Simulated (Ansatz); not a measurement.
**Nickel, hcp under PBE: structure, energy and stiffness**

The plan for nickel in the hcp structure: relax it, solve it on a dense k-mesh, switch on spin-orbit coupling, then scale the cell to 7 volumes from 88 to 112 % of the relaxed one and try a fit of the equation of state. The start is ferromagnetic. The k-meshes are 14×14×8 for the relaxation; 24×24×13 for the dense run; 14×14×8 for spin-orbit coupling; 24×24×13 for the volumes.

This is Ni in the hcp structure; at room conditions it is fcc.

Program: Ansatz 0.2.0. Level of theory: DFT PBE, plane waves (420 eV) with PAW, scalar-relativistic. These are calculated values, not measurements.

## (1) The starting structure

Symmetry: P6_3/mmc, No. 194, hexagonal system. Conventional cell: a = 2.492 Å, b = 2.492 Å, c = 4.069 Å, α = 90.00°, β = 90.00°, γ = 120.00°. Ni (site symmetry -6m2) has 12 Ni at 2.49 Å as nearest neighbours.

As a file:

```cif
data_structure
_symmetry_space_group_name_H-M 'P 1'
_symmetry_Int_Tables_number 1
_cell_length_a 2.4918
_cell_length_b 2.4918
_cell_length_c 4.0690
_cell_angle_alpha 90.000
_cell_angle_beta 90.000
_cell_angle_gamma 120.000
_cell_volume 21.88
loop_
_atom_site_label
_atom_site_type_symbol
_atom_site_fract_x
_atom_site_fract_y
_atom_site_fract_z
_atom_site_occupancy
Ni1 Ni 0.33333 0.66667 0.25000 1
Ni2 Ni 0.66667 0.33333 0.75000 1
```

The atoms start with moments of +0.8 ×2 μB.

## (2) Relaxation of the cell

The input, input.yaml:

```yaml
crystal:
  lattice:
    - [2.491755966, 0.0, 0.0]
    - [-1.245877983, 2.1579239666, 0.0]
    - [0.0, 0.0, 4.0690374925]
  atoms:
    - { symbol: Ni, position: [0.3333333333, 0.6666666667, 0.25], spin: 0.8 }
    - { symbol: Ni, position: [0.6666666667, 0.3333333333, 0.75], spin: 0.8 }
hamiltonian:
  xc: pbe
  pseudopotentials:
    kind: paw
    azcp:
      Ni: "pseudopotentials/Ni.paw.azcp"
basis:
  ecutwfc: 420
  fft_grid_basis: typed
kpoints:
  mp_grid: { grid: [14, 14, 8], shift: [0, 0, 0] }
magnetization:
  spin_polarized: true
scf:
  occupations: { method: fermi_dirac, width: 0.05 }
relax:
  max_steps: 60
  f_tol: 0.01
  cell: {}
```

What it wrote, cut to the lines that bear on the results:

```text
[...]
Pseudopotentials: kind: paw
Pseudopotential: Ni, paw, valence charge 18, recommended cutoff 420 eV (normal), <dir>
Functional definition: PBE
[...]
Crystal: 2 atoms, lattice volume = 21.879 Å³
Basis set: ecut = 420 eV, 403 PW (Γ), exchange–correlation on 36×36×60 points (8 copies of the dense FFT grid, shifted against one another)
Bands: 23, of which v1, the nominal top of the filled ones, is band 18 counted from 1 (17 counted from 0)
Symmetry: 24 space group operations
Space group: P63/mmc (ITA 194), of the structure as read, at distance tolerance 2.8e-5 Å
Magnetic group: BNS 194.263 (UNI 1493), of the structure as read, at distance tolerance 2.8e-5 Å
k-points: 120 of 1568
[...]
Starting moments: Σ|m| = 1.6 μB on 2 of 2 sites
[...]
SCF iter   1: F=—  HF=-11677.850406 eV  |F-HF|=—  |Δ(HF+E_count)|=         —  Δρ=6.65e-2 (↑1.80e-2 ↓6.65e-2)  dr2=9.75e-1  dr2_m=1.26e-1  M=1.645 μB ∫|m|=1.729 μB  β_m=0.30  ethr=2.71e-3  ⟨swp⟩=1.0  Hψ=28012  notcnv=0
[...]
at 1 of the mixer's solves, the last at iteration 5, it left a direction of its history that read negative out of its fit and stepped the other way along it
[...]
relax step   1: F+E_penalty+E_count = -11679.39974249 eV  Δ(F+E_penalty+E_count) = +0.000e0 eV  max|allowed force component| = 1.850e-17 eV/Å  Δτ_max = 0.0000 Å  P = -0.094 GPa  Ω = 21.879 Å³  (12 SCF iters, dr2 threshold 1.00e-7 eV, accepted)
[...]
SCF converged after 8 iterations
Magnetization: 1.3394 μB (18.6697 up, 17.3303 down)
Absolute magnetization: 1.5107 μB (∫|ρ↑−ρ↓|, with the PAW one-centre terms)
Spin contamination: 0.0136 ħ² per cell (⟨S²⟩ above its minimum at these occupations)
Per-site moments (μB) at R_I (Å): [(0.7065634564906951, 1.0263523481926693), (0.706563456490695, 1.0263523481926693)]
Free energy (F): -11679.399866 eV
[...]
E sigma→0 (E₀):  -11679.381219 eV
Entropy (-TS):   -0.037294 eV (-18.647 meV/atom)
Fermi energy:    18.099923 eV
[...]
--- Forces (eV/Å), atoms counted from 1 ---
  atom   1  Ni     0.00000000     0.00000000     0.00000000
  atom   2  Ni    -0.00000000    -0.00000000    -0.00000000
[...]
--- Stress (GPa, compression-positive) ---
        0.043379       0.000000      -0.000000
        0.000000       0.043379      -0.000000
        0.000000      -0.000000       0.042465
  P = ⅓ Tr σ = 0.0431 GPa (0.431 kbar)
--- Relaxed structure (4 steps of the walk, 4 accepted, 1 SCFs on fresh bases) ---
  F+E_penalty+E_count = -11679.39986638 eV   max|allowed force component| = 1.850e-17 eV/Å   (the final SCF, on the basis selected at the relaxed cell)
  cell:  # Å, volume = 21.8625 Å³
    - [2.4881269047095014, 0.0, 0.0]
    - [-1.2440634523547507, 2.1547811073179712, 0.0]
    - [0.0, 0.0, 4.077786581274803]
  atoms:
    - { symbol: Ni, position: [0.33333333333333337, 0.6666666666666667, 0.25000000000000006] }
    - { symbol: Ni, position: [0.6666666666666667, 0.33333333333333337, 0.7500000000000001] }
```

Wall time 62 s (1 thread of an x86-64 CPU, shared host); peak memory 0.5 GiB.

Step by step:

```
step  energy change (meV/atom)  largest force (eV/Å)  pressure (GPa)  volume (Å³/atom)
   1                      0.00                0.0000           -0.09            10.940
   2                     -0.03                0.0000           -0.05            10.937
   3                     -0.06                0.0000           -0.04            10.936
   4                     -0.07                0.0000            0.04            10.931
   5                     -0.06                0.0000            0.04            10.931
```

Steps that repeat a cell are solved on a basis chosen anew, so their changes of energy are no gain of the relaxation.

The cell of the run, before and after:

|  | before | after | change |
| --- | --- | --- | --- |
| a (Å) | 2.492 | 2.488 | -0.1 % |
| b (Å) | 2.492 | 2.488 | -0.1 % |
| c (Å) | 4.069 | 4.078 | +0.2 % |
| volume (Å³/atom) | 10.940 | 10.931 | -0.1 % |
| shortest distance (Å) | 2.492 | 2.488 | -0.1 % |
| space group (spins left aside) | P6_3/mmc | P6_3/mmc | same |

## (3) The energy on a finer k-mesh

The input, input.yaml:

```yaml
crystal:
  lattice:
    - [2.4881269047, 0.0, 0.0]
    - [-1.2440634524, 2.1547811073, 0.0]
    - [0.0, 0.0, 4.0777865813]
  atoms:
    - { symbol: Ni, position: [0.3333333333, 0.6666666667, 0.25], spin: 0.707 }
    - { symbol: Ni, position: [0.6666666667, 0.3333333333, 0.75], spin: 0.707 }
hamiltonian:
  xc: pbe
  pseudopotentials:
    kind: paw
    azcp:
      Ni: "pseudopotentials/Ni.paw.azcp"
basis:
  ecutwfc: 420
  fft_grid_basis: typed
kpoints:
  mp_grid: { grid: [24, 24, 13], shift: [0, 0, 0] }
magnetization:
  spin_polarized: true
scf:
  occupations: { method: fermi_dirac, width: 0.05 }
```

What it wrote, cut to the lines that bear on the results:

```text
[...]
Pseudopotentials: kind: paw
Pseudopotential: Ni, paw, valence charge 18, recommended cutoff 420 eV (normal), <dir>
Functional definition: PBE
[...]
Crystal: 2 atoms, lattice volume = 21.863 Å³
Basis set: ecut = 420 eV, 391 PW (Γ)
Bands: 23, of which v1, the nominal top of the filled ones, is band 18 counted from 1 (17 counted from 0)
Symmetry: 24 space group operations
Space group: P63/mmc (ITA 194), of the structure as read, at distance tolerance 2.8e-5 Å
Magnetic group: BNS 194.263 (UNI 1493), of the structure as read, at distance tolerance 2.8e-5 Å
k-points: 427 of 7488
[...]
Starting moments: Σ|m| = 1.414 μB on 2 of 2 sites
[...]
SCF iter   1: F=—  HF=-11677.890749 eV  |F-HF|=—  |Δ(HF+E_count)|=         —  Δρ=8.86e-2 (↑1.21e-2 ↓8.86e-2)  dr2=1.00e0  dr2_m=4.41e-1  M=1.750 μB ∫|m|=1.840 μB  β_m=0.30  ethr=2.79e-3  ⟨swp⟩=1.0  Hψ=99772  notcnv=0
[...]
SCF iter  11: F=-11679.405005 eV  HF=-11679.405005 eV  |F-HF|=9.94e-9  |Δ(HF+E_count)|=   2.58e-9  Δρ=6.42e-6 (↑3.32e-6 ↓6.42e-6)  dr2=1.17e-8  dr2_m=5.75e-10  M=1.300 μB ∫|m|=1.477 μB  ethr=1.87e-12  ⟨swp⟩=1.1  Hψ=59023  notcnv=0
[...]
SCF converged after 11 iterations
Magnetization: 1.2995 μB (18.6498 up, 17.3502 down)
Absolute magnetization: 1.4784 μB (∫|ρ↑−ρ↓|, with the PAW one-centre terms)
Spin contamination: 0.0139 ħ² per cell (⟨S²⟩ above its minimum at these occupations)
Per-site moments (μB) at R_I (Å): [(0.6880092022439557, 1.0263523481864296), (0.6880092022439557, 1.0263523481864296)]
Free energy (F): -11679.405005 eV
[...]
E sigma→0 (E₀):  -11679.387373 eV
Entropy (-TS):   -0.035264 eV (-17.632 meV/atom)
Fermi energy:    18.106212 eV
[...]
```

It took 53 s on 1 thread of an x86-64 CPU, shared host; peak memory 0.69 GiB.

## (4) With spin-orbit coupling

The input, input.yaml:

```yaml
crystal:
  lattice:
    - [2.4881269047, 0.0, 0.0]
    - [-1.2440634524, 2.1547811073, 0.0]
    - [0.0, 0.0, 4.0777865813]
  atoms:
    - { symbol: Ni, position: [0.3333333333, 0.6666666667, 0.25], spin: 0.688, spin_axis: [0, 0, 1] }
    - { symbol: Ni, position: [0.6666666667, 0.3333333333, 0.75], spin: 0.688, spin_axis: [0, 0, 1] }
hamiltonian:
  xc: pbe
  pseudopotentials:
    kind: paw_fr
    azcp:
      Ni: "pseudopotentials/Ni.paw.azcp"
basis:
  ecutwfc: 420
  fft_grid_basis: typed
kpoints:
  mp_grid: { grid: [14, 14, 8], shift: [0, 0, 0] }
magnetization:
  noncollinear: true
  spin_orbit: true
scf:
  occupations: { method: fermi_dirac, width: 0.05 }
```

What it wrote, cut to the lines that bear on the results:

```text
[...]
Pseudopotentials: kind: paw_fr
Pseudopotential: Ni, paw_fr, valence charge 18, recommended cutoff 420 eV (normal), <dir>
Functional definition: PBE
[...]
Crystal: 2 atoms, lattice volume = 21.863 Å³
Basis set: ecut = 420 eV, 391 PW (Γ)
Bands: 44, of which v1, the nominal top of the filled ones, is band 36 counted from 1 (35 counted from 0)
Symmetry: 12 space group operations + 12 with time reversal
Magnetic group: BNS 194.270 (UNI 1500), of the structure as read, at distance tolerance 2.8e-5 Å
k-points: 120 of 1568 (time reversal used)
Projection manifold: j_resolved (fully-relativistic pseudo-atomic orbitals)
[...]
Starting moments: Σ|m| = 1.376 μB on 2 of 2 sites
[...]
SCF iter   1: F=—  HF=-11680.000777 eV  |F-HF|=—  |Δ(HF+E_count)|=         —  Δρ=3.41e-2  dr2=1.21e-1  dr2_m=1.42e-2  ethr=3.71e-4  |M|=1.20e0 ∫|m|=1.26e0 μB  |m|>n=0.0e0 m-floor=0.0e0 τ_xc=0.0e0 mc-row=0.0e0  β_m=0.30  ⟨swp⟩=1.4  Hψ=31987  notcnv=0
[...]
spin-set hold released at iteration 10 (site moments contracting): the magnetisation degrees of freedom join the quasi-Newton model from the next iteration; the mixer history was flushed
[...]
SCF iter  17: F=-11680.021716 eV  HF=-11680.021716 eV  |F-HF|=1.05e-9  |Δ(HF+E_count)|=   1.15e-8  Δρ=4.66e-6  dr2=1.40e-9  dr2_m=3.84e-10  ethr=1.55e-11  |M|=1.32e0 ∫|m|=1.49e0 μB  |m|>n=0.0e0 m-floor=0.0e0 τ_xc=8.0e-5 mc-row=0.0e0  ⟨swp⟩=3.0  Hψ=14277  notcnv=0
[...]
SCF converged after 17 iterations
Magnetization: |M| = 1.3215 μB,  M = (+0.0000, +0.0000, +1.3215) μB
Absolute magnetization: 1.4919 μB (∫|m|, with the PAW one-centre terms)
  site 0: m = (-0.0000, -0.0000, +0.6974) μB, |m| = 0.6974 μB  (R = 1.03 Å)
  site 1: m = (+0.0000, -0.0000, +0.6974) μB, |m| = 0.6974 μB  (R = 1.03 Å)
Free energy (F): -11680.021716 eV
[...]
E sigma→0 (E₀):  -11680.003190 eV
Entropy (-TS):   -0.037054 eV (-18.527 meV/atom)
Fermi energy:    18.102204 eV
[...]
```

It took 81 s on 1 thread of an x86-64 CPU, shared host; peak memory 0.6 GiB.

Side by side:

```
                          scalar-relativistic      with spin-orbit coupling
         k-mesh                      24×24×13                       14×14×8
gap on the mesh  none (levels filled in part)  none (levels filled in part)
 magnetic state                 ferromagnetic                 ferromagnetic
```

The meshes differ, so small differences between the columns need not come from spin-orbit coupling.

## (5) Equation of state: 88 %

The input, input.yaml:

```yaml
crystal:
  lattice:
    - [2.3843321316, 0.0, 0.0]
    - [-1.1921660658, 2.064892197, 0.0]
    - [0.0, 0.0, 3.9076775197]
  atoms:
    - { symbol: Ni, position: [0.3333333333, 0.6666666667, 0.25], spin: 0.688 }
    - { symbol: Ni, position: [0.6666666667, 0.3333333333, 0.75], spin: 0.688 }
hamiltonian:
  xc: pbe
  pseudopotentials:
    kind: paw
    azcp:
      Ni: "pseudopotentials/Ni.paw.azcp"
basis:
  ecutwfc: 420
  fft_grid_basis: typed
kpoints:
  mp_grid: { grid: [24, 24, 13], shift: [0, 0, 0] }
magnetization:
  spin_polarized: true
scf:
  occupations: { method: fermi_dirac, width: 0.05 }
output:
  stress: true
```

What it wrote, cut to the lines that bear on the results:

```text
[...]
Pseudopotentials: kind: paw
Pseudopotential: Ni, paw, valence charge 18, recommended cutoff 420 eV (normal), <dir>
Functional definition: PBE
[...]
Crystal: 2 atoms, lattice volume = 19.239 Å³
Basis set: ecut = 420 eV, 373 PW (Γ)
Bands: 23, of which v1, the nominal top of the filled ones, is band 18 counted from 1 (17 counted from 0)
Symmetry: 24 space group operations
Space group: P63/mmc (ITA 194), of the structure as read, at distance tolerance 2.7e-5 Å
Magnetic group: BNS 194.263 (UNI 1493), of the structure as read, at distance tolerance 2.7e-5 Å
k-points: 427 of 7488
[...]
Starting moments: Σ|m| = 1.376 μB on 2 of 2 sites
[...]
SCF iter   1: F=—  HF=-11677.324444 eV  |F-HF|=—  |Δ(HF+E_count)|=         —  Δρ=1.07e-1 (↑2.02e-2 ↓1.07e-1)  dr2=1.78e0  dr2_m=3.75e-1  M=1.665 μB ∫|m|=1.738 μB  β_m=0.30  ethr=3.10e-3  ⟨swp⟩=5.2  Hψ=73603  notcnv=0
[...]
SCF iter  11: F=-11679.158503 eV  HF=-11679.158503 eV  |F-HF|=2.31e-9  |Δ(HF+E_count)|=   3.55e-8  Δρ=3.52e-6 (↑1.48e-6 ↓3.52e-6)  dr2=2.62e-9  dr2_m=2.44e-10  M=1.217 μB ∫|m|=1.363 μB  ethr=1.04e-10  ⟨swp⟩=2.9  Hψ=75967  notcnv=0
[...]
SCF converged after 11 iterations
Magnetization: 1.2174 μB (18.6087 up, 17.3913 down)
Absolute magnetization: 1.3649 μB (∫|ρ↑−ρ↓|, with the PAW one-centre terms)
Spin contamination: 0.0100 ħ² per cell (⟨S²⟩ above its minimum at these occupations)
Per-site moments (μB) at R_I (Å): [(0.641020569340324, 0.9835370042790219), (0.6410205693403239, 0.9835370042790219)]
Free energy (F): -11679.158503 eV
[...]
E sigma→0 (E₀):  -11679.143006 eV
Entropy (-TS):   -0.030994 eV (-15.497 meV/atom)
Fermi energy:    21.204622 eV
[...]
--- Stress (GPa, compression-positive) ---
       33.952763      -0.000000       0.000000
       -0.000000      33.952763       0.000000
        0.000000       0.000000      34.663203
  P = ⅓ Tr σ = 34.1896 GPa (341.896 kbar)
```

Wall time 61 s (1 thread of an x86-64 CPU, shared host); peak memory 0.71 GiB.

## (6) Equation of state: 92 %

Changes to input.yaml since step 5:

```diff
@@ -2,5 +2,5 @@
   lattice:
-    - [2.3843321316, 0.0, 0.0]
-    - [-1.1921660658, 2.064892197, 0.0]
-    - [0.0, 0.0, 3.9076775197]
+    - [2.4199244257, 0.0, 0.0]
+    - [-1.2099622129, 2.0957160279, 0.0]
+    - [0.0, 0.0, 3.9660096647]
   atoms:
```

What it wrote, cut to the lines that bear on the results:

```text
[...]
Pseudopotentials: kind: paw
Pseudopotential: Ni, paw, valence charge 18, recommended cutoff 420 eV (normal), <dir>
Functional definition: PBE
[...]
Crystal: 2 atoms, lattice volume = 20.114 Å³
Basis set: ecut = 420 eV, 379 PW (Γ)
Bands: 23, of which v1, the nominal top of the filled ones, is band 18 counted from 1 (17 counted from 0)
Symmetry: 24 space group operations
Space group: P63/mmc (ITA 194), of the structure as read, at distance tolerance 2.7e-5 Å
Magnetic group: BNS 194.263 (UNI 1493), of the structure as read, at distance tolerance 2.7e-5 Å
k-points: 427 of 7488
[...]
Starting moments: Σ|m| = 1.376 μB on 2 of 2 sites
[...]
SCF iter   1: F=—  HF=-11677.629898 eV  |F-HF|=—  |Δ(HF+E_count)|=         —  Δρ=1.02e-1 (↑1.46e-2 ↓1.02e-1)  dr2=1.50e0  dr2_m=4.16e-1  M=1.696 μB ∫|m|=1.775 μB  β_m=0.30  ethr=3.10e-3  ⟨swp⟩=5.2  Hψ=72944  notcnv=0
[...]
SCF iter  12: F=-11679.304847 eV  HF=-11679.304847 eV  |F-HF|=3.09e-11  |Δ(HF+E_count)|=   1.70e-9  Δρ=5.40e-7 (↑2.44e-7 ↓5.40e-7)  dr2=7.29e-11  dr2_m=5.51e-12  M=1.250 μB ∫|m|=1.406 μB  ethr=1.28e-11  ⟨swp⟩=2.0  Hψ=60666  notcnv=0
[...]
SCF converged after 12 iterations
Magnetization: 1.2497 μB (18.6248 up, 17.3752 down)
Absolute magnetization: 1.4079 μB (∫|ρ↑−ρ↓|, with the PAW one-centre terms)
Spin contamination: 0.0113 ħ² per cell (⟨S²⟩ above its minimum at these occupations)
Per-site moments (μB) at R_I (Å): [(0.6591965140344836, 0.9982188256025197), (0.6591965140344836, 0.9982188256025197)]
Free energy (F): -11679.304847 eV
[...]
E sigma→0 (E₀):  -11679.288644 eV
Entropy (-TS):   -0.032407 eV (-16.204 meV/atom)
Fermi energy:    20.081446 eV
[...]
--- Stress (GPa, compression-positive) ---
       19.799376       0.000000       0.000000
        0.000000      19.799376      -0.000000
        0.000000      -0.000000      20.394120
  P = ⅓ Tr σ = 19.9976 GPa (199.976 kbar)
```

It took 57 s on 1 thread of an x86-64 CPU, shared host; peak memory 0.69 GiB.

## (7) Equation of state: 96 %

Changes to input.yaml since step 6:

```diff
@@ -2,5 +2,5 @@
   lattice:
-    - [2.4199244257, 0.0, 0.0]
-    - [-1.2099622129, 2.0957160279, 0.0]
-    - [0.0, 0.0, 3.9660096647]
+    - [2.4544994459, 0.0, 0.0]
+    - [-1.227249723, 2.1256588738, 0.0]
+    - [0.0, 0.0, 4.0226746013]
   atoms:
```

What it wrote, cut to the lines that bear on the results:

```text
[...]
Pseudopotentials: kind: paw
Pseudopotential: Ni, paw, valence charge 18, recommended cutoff 420 eV (normal), <dir>
Functional definition: PBE
[...]
Crystal: 2 atoms, lattice volume = 20.988 Å³
Basis set: ecut = 420 eV, 391 PW (Γ)
Bands: 23, of which v1, the nominal top of the filled ones, is band 18 counted from 1 (17 counted from 0)
Symmetry: 24 space group operations
Space group: P63/mmc (ITA 194), of the structure as read, at distance tolerance 2.8e-5 Å
Magnetic group: BNS 194.263 (UNI 1493), of the structure as read, at distance tolerance 2.8e-5 Å
k-points: 427 of 7488
[...]
Starting moments: Σ|m| = 1.376 μB on 2 of 2 sites
[...]
SCF iter   1: F=—  HF=-11677.808102 eV  |F-HF|=—  |Δ(HF+E_count)|=         —  Δρ=9.64e-2 (↑1.21e-2 ↓9.64e-2)  dr2=1.24e0  dr2_m=4.53e-1  M=1.723 μB ∫|m|=1.808 μB  β_m=0.30  ethr=3.10e-3  ⟨swp⟩=5.2  Hψ=72783  notcnv=0
[...]
SCF iter  12: F=-11679.382198 eV  HF=-11679.382198 eV  |F-HF|=0.00e0  |Δ(HF+E_count)|=   2.32e-9  Δρ=2.32e-7 (↑1.59e-7 ↓2.32e-7)  dr2=1.06e-11  dr2_m=2.86e-12  M=1.277 μB ∫|m|=1.444 μB  ethr=1.63e-11  ⟨swp⟩=2.0  Hψ=58983  notcnv=0
[...]
SCF converged after 12 iterations
Magnetization: 1.2768 μB (18.6384 up, 17.3616 down)
Absolute magnetization: 1.4455 μB (∫|ρ↑−ρ↓|, with the PAW one-centre terms)
Spin contamination: 0.0126 ħ² per cell (⟨S²⟩ above its minimum at these occupations)
Per-site moments (μB) at R_I (Å): [(0.6747415449416134, 1.0124810214517954), (0.6747415449416138, 1.0124810214517954)]
Free energy (F): -11679.382198 eV
[...]
E sigma→0 (E₀):  -11679.365288 eV
Entropy (-TS):   -0.033821 eV (-16.910 meV/atom)
Fermi energy:    19.052385 eV
[...]
--- Stress (GPa, compression-positive) ---
        8.606532       0.000000      -0.000000
        0.000000       8.606532      -0.000000
       -0.000000      -0.000000       9.143550
  P = ⅓ Tr σ = 8.7855 GPa (87.855 kbar)
```

Run time: 53 s. Hardware: 1 thread of an x86-64 CPU, shared host; peak memory 0.69 GiB.

## (8) Equation of state: 100 %

Changes to input.yaml since step 7:

```diff
@@ -2,5 +2,5 @@
   lattice:
-    - [2.4544994459, 0.0, 0.0]
-    - [-1.227249723, 2.1256588738, 0.0]
-    - [0.0, 0.0, 4.0226746013]
+    - [2.4881269047, 0.0, 0.0]
+    - [-1.2440634524, 2.1547811073, 0.0]
+    - [0.0, 0.0, 4.0777865813]
   atoms:
```

What it wrote, cut to the lines that bear on the results:

```text
[...]
Pseudopotentials: kind: paw
Pseudopotential: Ni, paw, valence charge 18, recommended cutoff 420 eV (normal), <dir>
Functional definition: PBE
[...]
Crystal: 2 atoms, lattice volume = 21.863 Å³
Basis set: ecut = 420 eV, 391 PW (Γ)
Bands: 23, of which v1, the nominal top of the filled ones, is band 18 counted from 1 (17 counted from 0)
Symmetry: 24 space group operations
Space group: P63/mmc (ITA 194), of the structure as read, at distance tolerance 2.8e-5 Å
Magnetic group: BNS 194.263 (UNI 1493), of the structure as read, at distance tolerance 2.8e-5 Å
k-points: 427 of 7488
[...]
Starting moments: Σ|m| = 1.376 μB on 2 of 2 sites
[...]
SCF iter   1: F=—  HF=-11677.892911 eV  |F-HF|=—  |Δ(HF+E_count)|=         —  Δρ=9.09e-2 (↑1.36e-2 ↓9.09e-2)  dr2=1.00e0  dr2_m=4.85e-1  M=1.746 μB ∫|m|=1.836 μB  β_m=0.30  ethr=2.79e-3  ⟨swp⟩=1.0  Hψ=99767  notcnv=0
[...]
SCF iter  11: F=-11679.405005 eV  HF=-11679.405005 eV  |F-HF|=1.19e-8  |Δ(HF+E_count)|=  4.00e-11  Δρ=7.22e-6 (↑3.55e-6 ↓7.22e-6)  dr2=1.34e-8  dr2_m=8.15e-10  M=1.300 μB ∫|m|=1.477 μB  ethr=4.05e-11  ⟨swp⟩=2.0  Hψ=54489  notcnv=0
[...]
SCF converged after 11 iterations
Magnetization: 1.2995 μB (18.6498 up, 17.3502 down)
Absolute magnetization: 1.4784 μB (∫|ρ↑−ρ↓|, with the PAW one-centre terms)
Spin contamination: 0.0139 ħ² per cell (⟨S²⟩ above its minimum at these occupations)
Per-site moments (μB) at R_I (Å): [(0.6880096270337722, 1.0263523481864296), (0.6880096270337722, 1.0263523481864296)]
Free energy (F): -11679.405005 eV
[...]
E sigma→0 (E₀):  -11679.387373 eV
Entropy (-TS):   -0.035264 eV (-17.632 meV/atom)
Fermi energy:    18.106208 eV
[...]
--- Stress (GPa, compression-positive) ---
       -0.248150       0.000000       0.000000
        0.000000      -0.248150       0.000000
        0.000000       0.000000       0.259926
  P = ⅓ Tr σ = -0.0788 GPa (-0.788 kbar)
```

Run time: 55 s. Hardware: 1 thread of an x86-64 CPU, shared host; peak memory 0.7 GiB.

[end of part 1 of 2]
